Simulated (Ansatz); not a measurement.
# InAs (F-43m) in Ansatz: a series of runs

Aim: see how the results for InAs move with the level of theory and the settings. Levels: RPBE+D3(BJ), BLYP, r2SCAN. Tasks: density of states, band structure.

All numbers are computed with Ansatz 0.2.0; they aren't measurements. Logs are shortened: lines on timing, memory, paths and dates and some standing lists are left out, and cuts for length are marked.

**Measured values to compare with.**

A printed reference work, data compilation reports, for a bulk crystal of InAs at 4.2 K: band gap 0.418 eV (direct).

How close the calculation comes is told below.

### 1 The structure

It takes space group F-43m (No. 216, cubic). Conventional cell: a = 6.036 Å, b = 6.036 Å, c = 6.036 Å, α = 90.00°, β = 90.00°, γ = 90.00°. Around In (site symmetry -43m) lie 4 As at 2.61 Å. As (site symmetry -43m) is surrounded by 4 In at 2.61 Å.

### 2 Density of states, RPBE+D3(BJ)

input.yaml

```yaml
crystal:
  lattice:
    - [0.0, 3.018, 3.018]
    - [3.018, 0.0, 3.018]
    - [3.018, 3.018, 0.0]
  atoms:
    - { symbol: In, position: [0.0, 0.0, 0.0] }
    - { symbol: As, position: [0.75, 0.75, 0.75] }
hamiltonian:
  xc: rpbe
  pseudopotentials: { kind: paw }
  dispersion: d3bj
kpoints:
  mp_grid: { grid: [8, 8, 8] }
scf:
  occupations: { method: fermi_dirac, width: 0.1 }
  n_extra_bands: 6
output:
  forces: true
  stress: true
  eigenvalues: true
  dos: { projected: false, de: 0.05, nscf_kmesh: { grid: [12, 12, 12] } }
  write_density: true
  write_potential: true
  elf: true
  volumetric_format: npy
```

Potentials or basis: Ansatz PAW.

The run is started by

```
> ansatz run input.yaml --threads 2 --pin off --max-ram 5632MiB --backend cpu --events-out ev --progress --plain --runs-dir out
```

Log:

```text
Warning: RAYON_NUM_THREADS=2 ignored (pool sized by the plan → 2); use --threads N
scf.n_extra_bands = 6 over 14 filled bands (N_el = 28.0): the run solves 20 bands
Engine: ansatz 0.2.0, x86_64-unknown-linux-gnu
Pseudopotentials: kind: paw
Pseudopotential: In, paw, valence charge 13, recommended cutoff 420 eV (normal), In.paw.azcp
Pseudopotential: As, paw, valence charge 15, recommended cutoff 420 eV (normal), As.paw.azcp
Functional definition: RPBE
  parameter kappa = 0.804
  parameter beta = 0.06672455060314922
  exchange = rpbe_x(kappa = kappa, mu = beta*pi^2/3)
  correlation = pbe_c(beta = beta)
Crystal: 2 atoms, lattice volume = 54.978 Å³
Basis set: ecut = 420 eV, 1067 PW (Γ), exchange–correlation on 60×60×60 points (8 copies of the dense FFT grid, shifted against one another)
Bands: 20, of which v1, the nominal top of the filled ones, is band 14 counted from 1 (13 counted from 0)
Symmetry: 24 space group operations
Space group: F-43m (ITA 216), of the structure as read, at distance tolerance 3.8e-5 Å
k-points: 29 of 512 (time reversal used)
Non-local potential: In, projectors of the file, l = 0: 2, l = 1: 2, l = 2: 2, l = 3: 2
Non-local potential: As, projectors of the file, l = 0: 2, l = 1: 2, l = 2: 3, l = 3: 1
PAW form: soft (Blöchl's): semilocal exchange-correlation on the pseudo side does not see the compensation charge
PAW frozen core: In, regenerated for the run's functional, and the local potential with it (the file was generated under x = pbe(κ = 0.804, μ = 0.2195149727645171), c = pbe(β = 0.06672455060314922))
PAW frozen core: As, regenerated for the run's functional, and the local potential with it (the file was generated under x = pbe(κ = 0.804, μ = 0.2195149727645171), c = pbe(β = 0.06672455060314922))
PAW one-centre angular grid: In, 590 points (default); XC on 64 Gauss nodes
PAW one-centre angular grid: As, 590 points (default); XC on 64 Gauss nodes
Initial density: superposition of atomic densities (neutral atoms: chi_scale 0, normalization atom), corrected by the library's trained network
Initial wavefunctions: pseudopotential atomic-orbital guess
Functional: x = rpbe, c = pbe(β = 0.06672455060314922)
SCF iter   1: F=—  HF=-10471.725883 eV  |F-HF|=—  |Δ(HF+E_count)|=         —  Δρ=3.37e-3  dr2=6.19e-3  ethr=1.77e-3  ⟨swp⟩=5.7  Hψ=2877  notcnv=0  defer=1
preconditioner: auto → none  [insulator: Δε(μ)=1.044 eV  Ē_g=16.444 eV  σ=0.100 eV  W_gap=0.87  n_scr=14 (ndim 8)  ℏωp=21.2 eV  f_vac=0.106  D(μ)=0.04/eV (n_scr^D=0)  ε∞_Penn≈2.7]
SCF iter   2: F=—  HF=-10471.723234 eV  |F-HF|=—  |Δ(HF+E_count)|=   2.65e-3  Δρ=1.00e-3  dr2=7.37e-4  ethr=2.21e-5  ⟨swp⟩=2.0  Hψ=1071  notcnv=0  defer=4
SCF iter   3: F=—  HF=-10471.723004 eV  |F-HF|=—  |Δ(HF+E_count)|=   2.30e-4  Δρ=3.69e-4  dr2=6.93e-5  ethr=2.63e-6  ⟨swp⟩=2.1  Hψ=803  notcnv=0  defer=4
SCF iter   4: F=—  HF=-10471.723031 eV  |F-HF|=—  |Δ(HF+E_count)|=   2.67e-5  Δρ=1.09e-4  dr2=4.93e-6  ethr=2.48e-7  ⟨swp⟩=2.0  Hψ=816  notcnv=0  defer=4
SCF iter   5: F=—  HF=-10471.723029 eV  |F-HF|=—  |Δ(HF+E_count)|=   1.52e-6  Δρ=4.27e-5  dr2=7.21e-7  ethr=1.76e-8  ⟨swp⟩=2.0  Hψ=962  notcnv=0  defer=4
SCF iter   6: F=-10471.723030 eV  HF=-10471.723030 eV  |F-HF|=1.31e-8  |Δ(HF+E_count)|=   5.00e-7  Δρ=1.06e-5  dr2=4.08e-8  ethr=3.57e-10  ⟨swp⟩=9.9  Hψ=4031  notcnv=0
SCF 1 converged in 6 iterations: F = -10471.723030 eV  dr2 = 4.08e-8
NSCF: frozen V_eff on 72 k-points
SCF converged after 6 iterations
Free energy (F): -10471.723030 eV
Harris-Foulkes:  -10471.723030 eV  (|F-HF|=1.31e-8)
Internal energy: -10471.721395 eV  (E = F + TS)
E sigma→0 (E₀):  -10471.722212 eV
Entropy (-TS):   -0.001634 eV (-0.817 meV/atom)
Fermi energy:    8.224364 eV
--- Per-component energies (eV) ---
  E_band       = -306.292975
  E_kinetic    = 347.191683
  E_local      = -3266.744606  (includes V_loc(G=0)·N_el)
  E_nonlocal   = -304.946437
  E_hartree    = 1583.563491
  E_xc         = -295.262808
  E_vxc        = -178.350295  (∫ρ·V_xc dr)
  E_paw        = -6004.523189  (= ΣΔE_a)
  E_vpaw       = -70.579121  (= ΣTr[D̂ρ^β])
  E_aug_tail   = 0.000035  (compensation charges beyond the density's cutoff)
  E_ewald      = -2527.799418
  E_disp       = -3.033348  (pairwise vdW)
  E_core_change = -0.166799  (= ΣΔE_core)
  E_smearing   = -0.001634  (= −TS)
  E_closure    = -0.000000  (closes the sum)
  Σ components = -10471.723030   (vs F -10471.723030, Δ=0.00e0)
--- Forces (eV/Å), atoms counted from 1 ---
  atom   1  In    -0.00000000     0.00000000     0.00000000
  atom   2  As     0.00000000    -0.00000000    -0.00000000
  max |Σ_I F_I| component: 2.13e-16 eV/Å
--- Stress (GPa, compression-positive) ---
       -3.918115      -0.000000       0.000000
        0.000000      -3.918115       0.000000
        0.000000       0.000000      -3.918115
  P = ⅓ Tr σ = -3.9181 GPa (-39.181 kbar)
--- Band table (eV; the first three rows and the last of 29) ---
  k-point 0: bands = ["-26.8936", "-26.8936", "-26.8936", "-26.8856", "-26.8856", "-6.3901", "-6.3901", "-6.3901", "-6.2632", "-6.2632", "-3.8228", "7.9927", "8.0338", "8.0338", "8.0338", "11.9977", "11.9977", "11.9977", "15.7866", "17.7624"]
  k-point 1: bands = ["-26.8936", "-26.8935", "-26.8935", "-26.8855", "-26.8855", "-6.4101", "-6.3841", "-6.3841", "-6.2633", "-6.2633", "-3.6605", "6.2074", "7.8422", "7.8422", "9.2339", "12.1793", "12.2784", "12.2784", "16.5955", "16.9134"]
  k-point 2: bands = ["-26.8936", "-26.8935", "-26.8935", "-26.8855", "-26.8855", "-6.4554", "-6.3713", "-6.3713", "-6.2620", "-6.2620", "-3.2158", "4.3778", "7.4636", "7.4636", "9.3898", "12.7140", "12.7140", "13.3162", "16.6010", "16.6752"]
  k-point 28: bands = ["-26.8935", "-26.8935", "-26.8931", "-26.8855", "-26.8852", "-6.5498", "-6.3385", "-6.3149", "-6.2784", "-6.2551", "-1.7464", "2.3652", "5.0949", "5.1797", "12.3129", "12.4236", "13.1393", "14.2395", "18.0057", "19.8463"]
```

It used 6.5 s of CPU time on 2 threads of Intel(R) Xeon(R) Processor @ 2.70GHz, with other jobs on the host, which was overloaded at the time.

What came out:

```
Free energy                          : -10471.7230 eV
Pressure                             : -3.9 GPa
Band gap on the k mesh               : none (metal or under the smearing width)
Density of states at the Fermi level : 0.00 states/eV per cell
```

Levels at points of the mesh, in eV from the Fermi level:
```tsv
k point	band 11	band 12	band 13	band 14	band 15	band 16	band 17	band 18
(0.00, 0.00, 0.00)	-12.05	-0.23	-0.19	-0.19	-0.19	3.77	3.77	3.77
(0.00, 0.00, -0.50)	-10.57	-5.93	-1.18	-1.18	0.88	4.55	4.55	6.84
(0.00, -0.50, -0.50)	-10.02	-6.00	-2.51	-2.51	1.47	1.96	9.17	9.20
```

States per cell in windows of 1 eV (zero at the Fermi level; states under -8 eV left out):
```
from (eV)  total
     -8.0   0.00
     -7.0   0.01
     -6.0   1.43
     -5.0   0.34
     -4.0   0.78
     -3.0   1.65
     -2.0   1.50
     -1.0   0.30
      0.0   0.02
      1.0   0.59
      2.0   1.52
      3.0   0.94
      4.0   1.62
      5.0   1.51
      6.0   1.18
      7.0   1.06
```

Caveat: pairwise dispersion overbinds metals, which lowers pressure and volume; the PAW data sets come from PBE, with cores solved anew for the run's functional, which leaves a small shift of forces and pressure; this crystal is a semiconductor, whose small gap the functional closes, so the metal is an error of the method.

### 3 Band structure, BLYP

input.yaml

```yaml
crystal:
  lattice:
    - [0.0, 3.018, 3.018]
    - [3.018, 0.0, 3.018]
    - [3.018, 3.018, 0.0]
  atoms:
    - { symbol: In, position: [0.0, 0.0, 0.0] }
    - { symbol: As, position: [0.75, 0.75, 0.75] }
hamiltonian:
  xc: blyp
  pseudopotentials: { kind: paw }
kpoints:
  mp_grid: { grid: [8, 8, 8] }
  band_path:
    path:
      - [[0.0, 0.0, 0.0], [0.5, 0.0, 0.5], [0.5, 0.25, 0.75], [0.375, 0.375, 0.75], [0.0, 0.0, 0.0], [0.5, 0.5, 0.5], [0.625, 0.25, 0.625], [0.5, 0.25, 0.75], [0.5, 0.5, 0.5], [0.375, 0.375, 0.75]]
      - [[0.625, 0.25, 0.625], [0.5, 0.0, 0.5]]
    npoints: 14
scf:
  occupations: { method: fermi_dirac, width: 0.05 }
  n_extra_bands: 6
output:
  forces: true
  stress: true
  eigenvalues: true
  fatbands: false
```

Potentials or basis: Ansatz PAW.

The run is started by

```
> ansatz run input.yaml --threads 2 --pin off --max-ram 5632MiB --backend cpu --events-out ev --progress --plain --runs-dir out
```

Run time: 4.1 s. Hardware: 2 threads of Intel Xeon at 2.70GHz, shared host; peak memory 0.38 GiB.

Results (log left out):

```yaml
Free_energy: -10481.0255 eV
Pressure: 7.5 GPa
Band_gap_on_the_k_mesh: none (metal or under the smearing width)
```

Levels at the corners of the path, in eV from the Fermi level:
| point | band 10 | band 11 | band 12 | band 13 | band 14 | band 15 | band 16 | band 17 | band 18 | band 19 |
| --- | --- | --- | --- | --- | --- | --- | --- | --- | --- | --- |
| Γ | -14.36 | -11.99 | -0.36 | -0.05 | -0.05 | -0.05 | 3.88 | 3.88 | 3.88 | 7.69 |
| X | -14.34 | -10.00 | -5.93 | -2.36 | -2.36 | 1.63 | 2.08 | 9.18 | 9.18 | 9.21 |
| W | -14.35 | -9.95 | -5.80 | -2.96 | -2.88 | 4.11 | 4.38 | 4.97 | 6.21 | 9.78 |
| K | -14.35 | -10.01 | -5.80 | -3.28 | -1.99 | 2.15 | 4.26 | 7.31 | 7.38 | 7.87 |
| Γ | -14.36 | -11.99 | -0.36 | -0.05 | -0.05 | -0.05 | 3.88 | 3.88 | 3.88 | 7.69 |
| L | -14.35 | -10.53 | -5.83 | -1.04 | -1.04 | 0.88 | 4.69 | 4.69 | 6.99 | 9.12 |
| U | -14.35 | -10.01 | -5.80 | -3.28 | -1.99 | 2.15 | 4.26 | 7.31 | 7.38 | 7.87 |
| W | -14.35 | -9.95 | -5.80 | -2.96 | -2.88 | 4.11 | 4.38 | 4.97 | 6.21 | 9.78 |
| L | -14.35 | -10.53 | -5.83 | -1.04 | -1.04 | 0.88 | 4.69 | 4.69 | 6.99 | 9.12 |
| K | -14.35 | -10.01 | -5.80 | -3.28 | -1.99 | 2.15 | 4.26 | 7.31 | 7.38 | 7.87 |
| U | -14.35 | -10.01 | -5.80 | -3.28 | -1.99 | 2.15 | 4.26 | 7.31 | 7.38 | 7.87 |
| X | -14.34 | -10.00 | -5.93 | -2.36 | -2.36 | 1.63 | 2.08 | 9.18 | 9.18 | 9.21 |

Caveat: spin-orbit coupling is left out, which moves the levels of the heavy elements; the PAW data sets come from PBE, with cores solved anew for the run's functional, which leaves a small shift of forces and pressure; this crystal is a semiconductor, whose small gap the functional closes, so the metal is an error of the method.

### 4 Band structure, r2SCAN

Edit input.yaml of step 3 so:

```diff
@@ -9,3 +9,3 @@
 hamiltonian:
-  xc: blyp
+  xc: r2scan
   pseudopotentials: { kind: paw }
@@ -25,2 +25,2 @@
   eigenvalues: true
-  fatbands: false
+  fatbands: true
```

The run is started by

```
> ansatz run input.yaml --threads 2 --pin off --max-ram 5632MiB --backend cpu --events-out ev --progress --plain --runs-dir out
```

Run time: 11 s. Hardware: 2 threads of Intel Xeon at 2.70GHz, shared host; peak memory 0.51 GiB.

Results (log left out):

```yaml
Free_energy: -10477.1628 eV
Pressure: 2.3 GPa
Band_gap_on_the_k_mesh: 0.28 eV, direct
Band_gap_along_the_path: 0.28 eV, direct
```

Levels at the corners of the path, in eV from the valence-band top:
| point | band 10 | band 11 | band 12 | band 13 | band 14 | band 15 | band 16 | band 17 | band 18 | band 19 |
| --- | --- | --- | --- | --- | --- | --- | --- | --- | --- | --- |
| Γ | -14.76 | -12.33 | 0.00 | 0.00 | 0.00 | 0.28 | 4.28 | 4.28 | 4.28 | 8.11 |
| X | -14.74 | -10.20 | -5.96 | -2.41 | -2.41 | 1.83 | 2.36 | 9.88 | 10.00 | 10.00 |
| W | -14.75 | -10.15 | -5.80 | -3.06 | -2.96 | 4.60 | 4.63 | 5.52 | 6.52 | 10.58 |
| K | -14.75 | -10.22 | -5.81 | -3.38 | -2.02 | 2.42 | 4.65 | 7.90 | 7.95 | 8.37 |
| Γ | -14.76 | -12.33 | 0.00 | 0.00 | 0.00 | 0.28 | 4.28 | 4.28 | 4.28 | 8.11 |
| L | -14.75 | -10.77 | -5.90 | -1.02 | -1.02 | 1.34 | 5.06 | 5.06 | 7.30 | 9.71 |
| U | -14.75 | -10.22 | -5.81 | -3.38 | -2.02 | 2.42 | 4.65 | 7.90 | 7.95 | 8.37 |
| W | -14.75 | -10.15 | -5.80 | -3.06 | -2.96 | 4.60 | 4.63 | 5.52 | 6.52 | 10.58 |
| L | -14.75 | -10.77 | -5.90 | -1.02 | -1.02 | 1.34 | 5.06 | 5.06 | 7.30 | 9.71 |
| K | -14.75 | -10.22 | -5.81 | -3.38 | -2.02 | 2.42 | 4.65 | 7.90 | 7.95 | 8.37 |
| U | -14.75 | -10.22 | -5.81 | -3.38 | -2.02 | 2.42 | 4.65 | 7.90 | 7.95 | 8.37 |
| X | -14.74 | -10.20 | -5.96 | -2.41 | -2.41 | 1.83 | 2.36 | 9.88 | 10.00 | 10.00 |

Caveat: spin-orbit coupling is left out, which moves the levels of the heavy elements; the PAW data sets come from PBE, with cores solved anew for the run's functional, which leaves a small shift of forces and pressure.

### 5 The runs side by side

```csv
task,level,cutoff (eV),smearing,points for each segment of the path,gap on the mesh (eV),pressure (GPa)
density of states,RPBE+D3(BJ),420,fermi-dirac 0.1 eV,-,none,-3.9
band structure,BLYP,420,fermi-dirac 0.05 eV,14,none,7.5
band structure,r2SCAN,500,fermi-dirac 0.05 eV,14,0.28,2.3
```

Alike in all rows: potentials or basis Ansatz PAW; no spin polarisation; cell as given; k mesh 8 × 8 × 8.

On the cell as given the gap runs from zero (RPBE+D3(BJ)) to 0.28 eV (r2SCAN). The pressure there spans -3.9 GPa (RPBE+D3(BJ)) to 7.5 GPa (BLYP); a positive pressure means that this level wants a larger cell, a negative one a smaller.

Caveats: the PAW data sets come from PBE, with cores solved anew for the run's functional, which leaves a small shift of forces and pressure; this crystal is a semiconductor, whose small gap the functional closes, so the metal is an error of the method (some runs); spin-orbit coupling is left out, which moves the levels of the heavy elements (some runs); pairwise dispersion overbinds metals, which lowers pressure and volume (some runs).

Total energies depend on the potentials used, so only differences within one code and one set of settings carry meaning.

### 6 Against experiment

Step 2. Against the measured gap of InAs, 0.418 eV (direct; 4.2 K; a printed reference work, data compilation), the calculated 0.00 eV is off by -0.42 eV. Spin-orbit coupling on As, In is left out. The value is that of RPBE+D3(BJ) on a finite k mesh, which can miss the band edges, without temperature or zero-point motion. Semilocal functionals fall short of measured gaps as a rule.

Step 3. A measured gap of InAs is 0.418 eV (direct; 4.2 K; a printed reference work, data compilation); the calculated 0.00 eV misses it by -0.42 eV. Spin-orbit coupling on As, In is left out. The value is that of BLYP on a finite k mesh, which can miss the band edges, without temperature or zero-point motion. Semilocal functionals fall short of measured gaps as a rule.

Step 4. Against the measured gap of InAs, 0.418 eV (direct; 4.2 K; a printed reference work, data compilation), the calculated 0.28 eV is off by -0.14 eV. Spin-orbit coupling on As, In is left out. The value is that of r2SCAN, without temperature or zero-point motion.
